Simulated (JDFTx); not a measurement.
Co under changes of volume

One of the cells (10.640 Å³/atom); the others are scaled copies at fixed shape and fractional positions:

```
Co
1.0
     2.47200    0.00000    0.00000
    -1.23600    2.14081    0.00000
     0.00000    0.00000    4.02114
Co
2
Direct
  0.66667 0.33333 0.75000
  0.33333 0.66667 0.25000
```

- Program: JDFTx 1.7.0 (patched build)
- Functional: LDA
- Potentials or basis: PseudoDojo-SR-LDA-0.4.1-standard with smoothed tails
- Cutoff: 1306 eV
- Density cutoff: 10449 eV
- k mesh: 8 × 8 × 5
- Occupations: fermi-dirac, width 0.05 eV
- Spin: collinear spin, ferromagnetic start
- Starting moments: [2.0, 2.0] μB

```csv
volume (Å³/atom),energy over the lowest point (meV/atom),pressure (GPa),moment (μB per cell)
10.002,0.00,1.2,3.15
10.215,1.65,-4.2,3.20
10.427,?,?,?
10.640,24.95,-13.5,3.25
10.853,45.47,-17.5,3.27
11.066,70.99,-21.0,3.28
11.279,100.80,-24.0,3.30
```

What does the run at 10.427 Å³/atom give?

Energy over the lowest point 10.14 meV/atom; pressure -9.1 GPa; moment 3.23 μB per cell.

Worked out: A Birch-Murnaghan fit of order 3 (a polynomial in V^(-2/3)) to the other rows has its minimum at 10.06 Å³/atom with B0 = V·E''(V) = 271 GPa and B' = 4.4 at fixed shape and positions, which overstates the stiffness. It gives 10.15 meV/atom at 10.427 Å³/atom, against the run's 10.14, and -dE/dV = -8.9 GPa, against -9.1. A parabola through the other rows of the moment, of slope 0.136 μB per Å³/atom there, gives 3.22 μB, against the run's 3.23.

Energies are extrapolated to zero smearing.

Caveats: some runs use coarse meshes.
